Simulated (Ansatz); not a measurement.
# Equation of state of MgB₂ from a dense series

```
CELL_PARAMETERS angstrom
3.08500 0.00000 0.00000
-1.54250 2.67169 0.00000
0.00000 0.00000 3.52300
ATOMIC_POSITIONS crystal
Mg 0.00000 0.00000 0.00000
B 0.33333 0.66667 0.50000
B 0.66667 0.33333 0.50000
```

Atoms are numbered in the order listed.

The cell is COD entry 1000026, as deposited and not checked against the literature; nothing was relaxed.

Level of theory: DFT, PBE, all-electron LAPW, scalar-relativistic (Ansatz 0.2.0).

Numerical set-up: a Γ-centred 12×12×9 k mesh, Fermi–Dirac smearing of 0.05 eV, basis error target 0.5 meV/atom, no spin polarisation.

The cell is scaled evenly. Fractional coordinates are held (clamped ions).

```
V (Å³/atom)  P (GPa)
      9.292     5.44
      9.485     2.03
      9.582     0.44
      9.679    -1.08
      9.776    -2.53
      9.873    -3.92
     10.066    -6.50
     10.260    -8.85
```

(1) Fit a third-order Birch–Murnaghan curve to the pressures.

(2) Predict the pressure at the withheld volume, 9.098 Å³/atom.

Answers

(1) P = (3B0/2)(y^(7/2) − y^(5/2))[1 + (3/4)(B0′ − 4)(y − 1)] with y = (V0/V)^(2/3) fits within 0.01 GPa for V0 = 9.610 Å³/atom, B0 = 152.3 GPa and B0′ = 3.62.

(2) There y = 1.0371, so the fit gives 9.19 GPa; the run gave 9.19 GPa.
